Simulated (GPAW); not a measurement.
The system is TiO.

```
Ti O
1.0
     0.00000    2.46929    2.46929
     2.46929    0.00000    2.46929
     2.46929    2.46929    0.00000
Ti O
1 1
Cartesian
  0.0000 0.0000 0.0000
  1.2346 1.2346 1.2346
```

The cell comes from a database or a generator and needn't be the stable form of this composition.

Base run:

- Program: GPAW 26.7.0
- Functional: PBEsol
- Potentials or basis: PAW data sets generated in the run's folder for this functional
- Cutoff: 800 eV
- Basis: pw
- k mesh: 7 × 7 × 7
- Occupations: gaussian, width 0.05 eV
- Spin: collinear spin, ferromagnetic start
- Starting moments: [4.0, 0.0] μB
- Fixed moment: 4 μB
- Hubbard terms: Ti d U = 4 eV

Its results: pressure 15.7 GPa; net moment 4.00 μB per cell; site moments Ti +1.77; O +0.64 μB.

The run is repeated on the same cell with these changes: fixed moment from 4 μB to none; moments at the start from [4.0, 0.0] to [1.0, 0.0]. What comes out?

Pressure -22.3 GPa; net moment 0.90 μB per cell; site moments Ti +0.62; O -0.01 μB.

Caveats: the total moment is fixed, so each spin has its own Fermi level (some runs).
